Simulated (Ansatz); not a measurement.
# BP (NiAs type): the cost of one run

Program: Ansatz 0.2.0. Level of theory: DFT r2SCAN, scalar-relativistic, plane waves, PAW. These are calculated values, not measurements.

## Step 1: Starting point

The structure is hexagonal, space group P6_3/mmc (No. 194). The conventional cell has a = 2.900 Å, b = 2.900 Å, c = 4.900 Å, α = 90.00°, β = 90.00°, γ = 120.00°. Around B (site symmetry -3m) lie 6 P at 2.07 Å. P (site symmetry -6m2) is surrounded by 6 B at 2.07 Å.

As a file:

```cif
data_structure
_symmetry_space_group_name_H-M 'P 1'
_symmetry_Int_Tables_number 1
_cell_length_a 2.9000
_cell_length_b 2.9000
_cell_length_c 4.9000
_cell_angle_alpha 90.000
_cell_angle_beta 90.000
_cell_angle_gamma 120.000
_cell_volume 35.69
loop_
_atom_site_label
_atom_site_type_symbol
_atom_site_fract_x
_atom_site_fract_y
_atom_site_fract_z
_atom_site_occupancy
B1 B 0.00000 0.00000 0.00000 1
B2 B 0.00000 0.00000 0.50000 1
P1 P 0.33333 0.66667 0.25000 1
P2 P 0.66667 0.33333 0.75000 1
```

## Step 2: Cell and atoms relaxed at 60 GPa

input.yaml

```yaml
crystal:
  lattice:
    - [2.9, 0.0, 0.0]
    - [-1.45, 2.511473671, 0.0]
    - [0.0, 0.0, 4.9]
  atoms:
    - { symbol: B, position: [0.0, 0.0, 0.0] }
    - { symbol: B, position: [0.0, 0.0, 0.5] }
    - { symbol: P, position: [0.3333333333, 0.6666666667, 0.25] }
    - { symbol: P, position: [0.6666666667, 0.3333333333, 0.75] }
scf:
  occupations: { method: gaussian, width: 0.1 }
output:
  forces: true
  stress: true
  eigenvalues: true
  write_density: true
  write_potential: true
  elf: true
  volumetric_format: npy
hamiltonian:
  xc: r2scan
basis:
  ecutwfc: 560
kpoints:
  mp_grid: { grid: [18, 18, 10] }
relax:
  f_tol: 0.003
  max_steps: 60
  cell: { stress_tol: 0.02, p_target: 60 }
```

Run with:

```console
> ansatz run input.yaml --threads 1 --pin off --max-ram 2867MiB --backend cpu --events-out ev --progress --plain --runs-dir out
```

Q: Estimate wall time and peak memory on 1 thread of Intel Xeon at 2.30GHz, shared host.

About 90 s, with a peak of 0.59 GiB.
